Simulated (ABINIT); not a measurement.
The system is HfN.

```
Hf N
1.0
     3.13391    0.00000    0.00000
    -1.56695    2.71404    0.00000
     0.00000    0.00000    5.41677
Hf N
2 2
Cartesian
  0.0000 1.8094 1.3542
  1.5670 0.9047 4.0626
  0.0000 0.0000 2.7084
  0.0000 0.0000 0.0000
```

The cell comes from a database or a generator and needn't be the stable form of this composition.

```yaml
Program: ABINIT 10.8.3 (patched build)
Task: single point
Functional: PBE
Potentials_or_basis: JTH PAW PBE v2.0
Cutoff: 707 eV
k_mesh: 10 × 10 × 5
Occupations: fermi-dirac, width 0.05 eV
Spin: no spin polarisation
```

On this cell: pressure 4.4 GPa; largest force under 0.003 eV/Å; band gap on the k mesh none (metal or under the smearing width).

The same run follows on a disturbed copy (atoms moved at random, drawn with an rms of 0.05 Å):

```xyz
4
Lattice="3.1339 0.0000 0.0000 -1.5670 2.7140 0.0000 0.0000 0.0000 5.4168" Properties=species:S:1:pos:R:3 pbc="T T T"
Hf    0.0206    1.7754    1.3568
Hf    1.5469    0.9110    4.0622
N     0.0295   -0.0096    2.6638
N     0.0109    0.0061   -0.0361
```

Q: What changes?

A: The energy (extrapolated to zero smearing) moves by +8.3 meV/atom; pressure 4.8 GPa; largest force 0.589 eV/Å; band gap on the k mesh none (metal or under the smearing width).

Forces in eV/Å, atoms in the order of the input:
```
Hf  -0.012  0.321 -0.460
Hf   0.394 -0.076 -0.390
N   -0.285 -0.046  0.513
N   -0.096 -0.198  0.337
```

Stress tensor (GPa, compression positive):
```
 5.20 -0.32 -0.11
-0.32  4.79 -0.03
-0.11 -0.03  4.55
```
